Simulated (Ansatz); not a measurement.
# MgO (P6_3mc) in Ansatz: convergence with wavefunction cutoff

Aim: find how far wavefunction cutoff must go before the results for MgO settle, at PBE. This setting moves, with any that are tied to it; all else stays.

Program: Ansatz 0.2.0. These are calculated values, not measurements. Logs are shortened: lines on timing, memory, paths and dates and some standing lists are left out, and cuts for length are marked.

### 1 Starting point

It takes space group P6_3mc (No. 186, hexagonal). The conventional cell has a = 3.308 Å, b = 3.308 Å, c = 4.983 Å, α = 90.00°, β = 90.00°, γ = 120.00°. Mg (site symmetry 3m) has 4 O at 1.97 to 1.99 Å as nearest neighbours. O (site symmetry 3m) has 4 Mg at 1.97 to 1.99 Å as nearest neighbours.

Measurements of this composition are mostly on another form, of space group No. 225.

### 2 With wavefunction cutoff 400 eV

File input.yaml:

```yaml
crystal:
  lattice:
    - [3.3077869865, 0.0, 0.0]
    - [-1.6538934933, 2.8646275606, 0.0]
    - [0.0, 0.0, 4.98288167]
  atoms:
    - { symbol: Mg, position: [0.6666666667, 0.3333333333, 0.50215974] }
    - { symbol: Mg, position: [0.3333333333, 0.6666666667, 0.00215974] }
    - { symbol: O, position: [0.6666666667, 0.3333333333, 0.90244026] }
    - { symbol: O, position: [0.3333333333, 0.6666666667, 0.40244026] }
hamiltonian:
  xc: pbe
  pseudopotentials: { kind: nc, accuracy: standard }
kpoints:
  mp_grid: { grid: [8, 8, 5] }
scf:
  occupations: { method: fermi_dirac, width: 0.05 }
output:
  forces: true
  stress: true
  eigenvalues: true
basis:
  ecutwfc: "400 eV"
```

Potentials or basis: PseudoDojo standard (PBE files).

Started as:

```sh
> ansatz run input.yaml --threads 2 --pin off --max-ram 5632MiB --backend cpu --events-out ev --progress --plain --runs-dir out
```

Run time: 2.2 s. Hardware: 2 threads of Intel Xeon at 2.50GHz (Skylake/Cascade Lake), shared host; peak memory 0.28 GiB.

What came out:

| Item | Value |
| --- | --- |
| Free energy | -4006.0435 eV |
| Pressure | 22.2 GPa |
| Largest force | 0.181 eV/Å |
| Band gap on the k mesh | 2.42 eV, direct |

### 3 With wavefunction cutoff 500 eV

input.yaml, as its differences from that of step 2:

```diff
@@ -22,2 +22,2 @@
 basis:
-  ecutwfc: "400 eV"
+  ecutwfc: "500 eV"
```

Potentials or basis: PseudoDojo standard (PBE files).

Started as:

```sh
> ansatz run input.yaml --threads 2 --pin off --max-ram 5632MiB --backend cpu --events-out ev --progress --plain --runs-dir out
```

Wall time 2.6 s (2 threads of Intel Xeon at 2.50GHz (Skylake/Cascade Lake), shared host); peak memory 0.3 GiB.

Results:

```
Free energy            : -4082.5332 eV
Pressure               : 0.6 GPa
Largest force          : 0.117 eV/Å
Band gap on the k mesh : 3.05 eV, direct
```

### 4 With wavefunction cutoff 600 eV

input.yaml, as its differences from that of step 3:

```diff
@@ -22,2 +22,2 @@
 basis:
-  ecutwfc: "500 eV"
+  ecutwfc: "600 eV"
```

Started as:

```sh
> ansatz run input.yaml --threads 2 --pin off --max-ram 5632MiB --backend cpu --events-out ev --progress --plain --runs-dir out
```

Run time: 2.9 s. Hardware: 2 threads of Intel Xeon at 2.50GHz (Skylake/Cascade Lake), shared host; peak memory 0.32 GiB.

Results:

| Quantity | Value |
| --- | --- |
| Free energy | -4117.4952 eV |
| Pressure | 3.0 GPa |
| Largest force | 0.027 eV/Å |
| Band gap on the k mesh | 3.25 eV, direct |

### 5 With wavefunction cutoff 700 eV

input.yaml, as its differences from that of step 4:

```diff
@@ -22,2 +22,2 @@
 basis:
-  ecutwfc: "600 eV"
+  ecutwfc: "700 eV"
```

Started as:

```sh
> ansatz run input.yaml --threads 2 --pin off --max-ram 5632MiB --backend cpu --events-out ev --progress --plain --runs-dir out
```

It took 3.9 s on 2 threads of Intel Xeon at 2.50GHz (Skylake/Cascade Lake), shared host; peak memory 0.35 GiB.

What came out:

| Property | Result |
| --- | --- |
| Free energy | -4131.9730 eV |
| Pressure | 5.2 GPa |
| Largest force | 0.020 eV/Å |
| Band gap on the k mesh | 3.43 eV, direct |

### 6 With wavefunction cutoff 850 eV

input.yaml, as its differences from that of step 5:

```diff
@@ -22,2 +22,2 @@
 basis:
-  ecutwfc: "700 eV"
+  ecutwfc: "850 eV"
```

Potentials or basis: PseudoDojo standard (PBE files).

Started as:

```sh
> ansatz run input.yaml --threads 2 --pin off --max-ram 5632MiB --backend cpu --events-out ev --progress --plain --runs-dir out
```

Run time: 4.9 s. Hardware: 2 threads of Intel Xeon at 2.50GHz (Skylake/Cascade Lake), shared host; peak memory 0.37 GiB.

The run converged. Its results:

* Free energy: -4137.8553 eV
* Pressure: 3.1 GPa
* Largest force: 0.014 eV/Å
* Band gap on the k mesh: 3.48 eV, direct

### 7 With wavefunction cutoff 1000 eV

input.yaml, as its differences from that of step 6:

```diff
@@ -22,2 +22,2 @@
 basis:
-  ecutwfc: "850 eV"
+  ecutwfc: "1000 eV"
```

Started as:

```sh
> ansatz run input.yaml --threads 2 --pin off --max-ram 5632MiB --backend cpu --events-out ev --progress --plain --runs-dir out
```

It took 6 s on 2 threads of Intel Xeon at 2.50GHz (Skylake/Cascade Lake), shared host; peak memory 0.36 GiB.

It converged, with:

```yaml
Free_energy: -4138.5856 eV
Pressure: 3.3 GPa
Largest_force: 0.006 eV/Å
Band_gap_on_the_k_mesh: 3.49 eV, direct
```

### 8 With wavefunction cutoff 1200 eV

input.yaml, as its differences from that of step 7:

```diff
@@ -22,2 +22,2 @@
 basis:
-  ecutwfc: "1000 eV"
+  ecutwfc: "1200 eV"
```

Started as:

```sh
> ansatz run input.yaml --threads 2 --pin off --max-ram 5632MiB --backend cpu --events-out ev --progress --plain --runs-dir out
```

Wall time 7.5 s (2 threads of Intel Xeon at 2.50GHz (Skylake/Cascade Lake), shared host); peak memory 0.4 GiB.

Results (log left out):

- Free energy: -4138.6292 eV
- Pressure: 3.3 GPa
- Largest force: 0.007 eV/Å
- Band gap on the k mesh: 3.49 eV, direct

### 9 With wavefunction cutoff 1400 eV

input.yaml, as its differences from that of step 8:

```diff
@@ -22,2 +22,2 @@
 basis:
-  ecutwfc: "1200 eV"
+  ecutwfc: "1400 eV"
```

Potentials or basis: PseudoDojo standard (PBE files).

Started as:

```sh
> ansatz run input.yaml --threads 2 --pin off --max-ram 5632MiB --backend cpu --events-out ev --progress --plain --runs-dir out
```

It took 8.9 s on 2 threads of Intel Xeon at 2.50GHz (Skylake/Cascade Lake), shared host; peak memory 0.45 GiB.

The run converged. Its results:

| Item | Value |
| --- | --- |
| Free energy | -4138.6302 eV |
| Pressure | 3.3 GPa |
| Largest force | 0.007 eV/Å |
| Band gap on the k mesh | 3.49 eV, direct |

### 10 With wavefunction cutoff 1700 eV

input.yaml, as its differences from that of step 9:

```diff
@@ -22,2 +22,2 @@
 basis:
-  ecutwfc: "1400 eV"
+  ecutwfc: "1700 eV"
```

Potentials or basis: PseudoDojo standard (PBE files).

Started as:

```sh
> ansatz run input.yaml --threads 2 --pin off --max-ram 5632MiB --backend cpu --events-out ev --progress --plain --runs-dir out
```

Output:

```text
Warning: RAYON_NUM_THREADS=2 ignored (pool sized by the plan → 2); use --threads N
Engine: ansatz 0.2.0, x86_64-unknown-linux-gnu
Pseudopotentials: kind: nc
Pseudopotential: Mg, nc, valence charge 10, recommended cutoff 1142.878222 eV (normal), Mg.nc.azcp (PseudoDojo's, or run here from an input of PseudoDojo's; its table is named by hamiltonian.pseudopotentials.accuracy)
Pseudopotential: O, nc, valence charge 6, recommended cutoff 1142.878222 eV (normal), O.nc.azcp (PseudoDojo's, or run here from an input of PseudoDojo's; its table is named by hamiltonian.pseudopotentials.accuracy)
Functional definition: PBE
  parameter kappa = 0.804
  parameter beta = 0.06672455060314922
  exchange = pbe_x(kappa = kappa, mu = beta*pi^2/3)
  correlation = pbe_c(beta = beta)
Crystal: 4 atoms, lattice volume = 47.216 Å³
Basis set: ecut = 1700 eV, 7485 PW (Γ), exchange–correlation on 90×90×144 points (8 copies of the dense FFT grid, shifted against one another)
Bands: 20, of which v1, the nominal top of the filled ones, is band 16 counted from 1 (15 counted from 0)
Symmetry: 12 space group operations
Space group: P63mc (ITA 186), of the structure as read, at distance tolerance 3.6e-5 Å
k-points: 30 of 320 (time reversal used)
Non-local potential: Mg, projectors of the file, l = 0: 2, l = 1: 2
Non-local potential: O, projectors of the file, l = 0: 2, l = 1: 2, l = 2: 1
Initial density: superposition of atomic densities (chi_scale 0.1, normalization cell, long waves kept (reshape's long-wave potential 0.00 eV rms))
Initial wavefunctions: pseudopotential atomic-orbital guess
Functional: x = pbe(κ = 0.804, μ = 0.2195149727645171), c = pbe(β = 0.06672455060314922)
SCF iter   1: F=—  HF=-4139.611320 eV  |F-HF|=—  |Δ(HF+E_count)|=         —  Δρ=9.08e-2  dr2=2.49e0  ethr=3.10e-3  ⟨swp⟩=6.0  Hψ=3060  notcnv=0
preconditioner: auto → Resta (q_TF=auto, 2.557 Å⁻¹)  ε∞=3.3  [insulator: Δε(μ)=3.761 eV  Ē_g=14.387 eV  σ=0.050 eV  W_gap=1.00  n_scr=22 (ndim 8)  ℏωp=21.6 eV  f_vac=0.000  D(μ)=0.00/eV (n_scr^D=0)  ε∞_Penn≈3.3]
SCF iter   2: F=—  HF=-4138.802775 eV  |F-HF|=—  |Δ(HF+E_count)|=   8.09e-1  Δρ=4.21e-2  dr2=6.15e-1  ethr=3.10e-3  ⟨swp⟩=2.8  Hψ=1419  notcnv=0
SCF iter   3: F=—  HF=-4138.638425 eV  |F-HF|=—  |Δ(HF+E_count)|=   1.64e-1  Δρ=1.46e-2  dr2=1.00e-1  ethr=1.92e-3  ⟨swp⟩=2.2  Hψ=1171  notcnv=0
SCF iter   4: F=—  HF=-4138.626906 eV  |F-HF|=—  |Δ(HF+E_count)|=   1.15e-2  Δρ=4.65e-3  dr2=6.67e-3  ethr=3.13e-4  ⟨swp⟩=2.0  Hψ=924  notcnv=0
SCF iter   5: F=—  HF=-4138.630406 eV  |F-HF|=—  |Δ(HF+E_count)|=   3.50e-3  Δρ=9.40e-4  dr2=2.59e-4  ethr=2.08e-5  ⟨swp⟩=2.0  Hψ=950  notcnv=0
SCF iter   6: F=—  HF=-4138.630921 eV  |F-HF|=—  |Δ(HF+E_count)|=   5.14e-4  Δρ=1.13e-4  dr2=4.35e-6  ethr=8.11e-7  ⟨swp⟩=2.0  Hψ=859  notcnv=0
SCF iter   7: F=—  HF=-4138.630753 eV  |F-HF|=—  |Δ(HF+E_count)|=   1.68e-4  Δρ=2.25e-5  dr2=2.30e-7  ethr=1.36e-8  ⟨swp⟩=2.1  Hψ=851  notcnv=0
SCF iter   8: F=-4138.630754 eV  HF=-4138.630754 eV  |F-HF|=7.04e-9  |Δ(HF+E_count)|=   4.47e-7  Δρ=4.12e-6  dr2=5.17e-9  ethr=3.13e-10  ⟨swp⟩=7.0  Hψ=2984  notcnv=0
SCF 1 converged in 8 iterations: F = -4138.630754 eV  dr2 = 5.17e-9
SCF converged after 8 iterations
Free energy (F): -4138.630754 eV
Harris-Foulkes:  -4138.630754 eV  (|F-HF|=7.04e-9)
Internal energy: -4138.630754 eV  (E = F + TS)
E sigma→0 (E₀):  -4138.630754 eV
Fermi energy:    6.790569 eV
--- Per-component energies (eV) ---
  E_band       = -671.746033
  E_kinetic    = 2464.707728
  E_local      = -3889.719349  (includes V_loc(G=0)·N_el)
  E_nonlocal   = -1126.984018
  E_hartree    = 1351.545802
  E_xc         = -665.208150
  E_vxc        = -822.840736  (∫ρ·V_xc dr)
  E_ewald      = -2272.972765
  E_smearing   = -0.000000  (= −TS)
  E_closure    = 0.000000  (closes the sum)
  Σ components = -4138.630754   (vs F -4138.630754, Δ=0.00e0)
--- Forces (eV/Å), atoms counted from 1 ---
  atom   1  Mg     0.00000000    -0.00000000     0.00692532
  atom   2  Mg    -0.00000000     0.00000000     0.00692532
  atom   3  O     -0.00000000     0.00000000    -0.00696240
  atom   4  O      0.00000000    -0.00000000    -0.00696240
  max |Σ_I F_I| component: 7.42e-5 eV/Å
--- Stress (GPa, compression-positive) ---
        3.200021      -0.000000      -0.000000
        0.000000       3.200021      -0.000000
        0.000000      -0.000000       3.366426
  P = ⅓ Tr σ = 3.2555 GPa (32.555 kbar)
--- Band table (eV; the first three rows and the last of 30) ---
  k-point 0: bands = ["-66.9046", "-66.9002", "-33.7495", "-33.7018", "-33.6897", "-33.6897", "-33.6811", "-33.6811", "-11.1950", "-10.3693", "1.7535", "4.2341", "4.2341", "4.5734", "4.5734", "5.0149", "8.5053", "13.5542", "15.3610", "19.1590"]
  k-point 1: bands = ["-66.9042", "-66.9006", "-33.7450", "-33.7064", "-33.6889", "-33.6889", "-33.6819", "-33.6819", "-11.1207", "-10.4532", "1.9676", "4.2653", "4.2653", "4.4810", "4.5397", "4.5397", "9.1116", "12.8881", "16.0637", "19.1789"]
  k-point 2: bands = ["-66.9031", "-66.9017", "-33.7332", "-33.7184", "-33.6867", "-33.6867", "-33.6841", "-33.6841", "-10.9220", "-10.6673", "2.5776", "3.4852", "4.3481", "4.3481", "4.4528", "4.4528", "10.3407", "11.6732", "17.4462", "19.1052"]
  k-point 29: bands = ["-66.9009", "-66.9007", "-33.7333", "-33.7316", "-33.7022", "-33.6988", "-33.6973", "-33.6951", "-10.3692", "-10.3356", "2.2192", "2.3525", "2.9435", "3.3077", "4.4930", "4.6098", "13.2806", "13.3088", "15.0705", "15.2870"]
```

It took 13 s on 2 threads of Intel Xeon at 2.50GHz (Skylake/Cascade Lake), shared host; peak memory 0.51 GiB.

Results:

```
Free energy            : -4138.6308 eV
Pressure               : 3.3 GPa
Largest force          : 0.007 eV/Å
Band gap on the k mesh : 3.49 eV, direct
```

### 11 Summary

```tsv
wavefunction cutoff	energy less the tightest run, at zero smearing (meV/atom)	pressure (GPa)	largest force (eV/Å)	gap on the mesh (eV)	SCF cycles	CPU time (s)	peak memory (GiB)
400 eV	33146.81	22.20	0.181	2.420	8	3.9	0.28
500 eV	14024.39	0.61	0.117	3.047	8	4.8	0.3
600 eV	5283.88	2.98	0.027	3.248	8	5.3	0.32
700 eV	1664.44	5.25	0.020	3.427	8	7.3	0.35
850 eV	193.85	3.11	0.014	3.481	8	9.2	0.37
1000 eV	11.29	3.26	0.006	3.489	8	11	0.36
1200 eV	0.38	3.26	0.007	3.490	8	14	0.4
1400 eV	0.15	3.26	0.007	3.490	8	17	0.45
1700 eV	0.00	3.26	0.007	3.490	8	24	0.51
```

Against the tightest run, the energy stays within 1 meV/atom from 1200 eV on; the pressure stays within 0.1 GPa from 1000 eV on; the largest force stays within 0.005 eV/Å from 1000 eV on; the gap on the mesh stays within 0.01 eV from 850 eV on. The tightest run that finished is the yardstick and may itself not be fully converged.

Caveats: odd divisions of the mesh miss points on the zone boundary, where band edges often lie, so the gap on the mesh can be too wide.
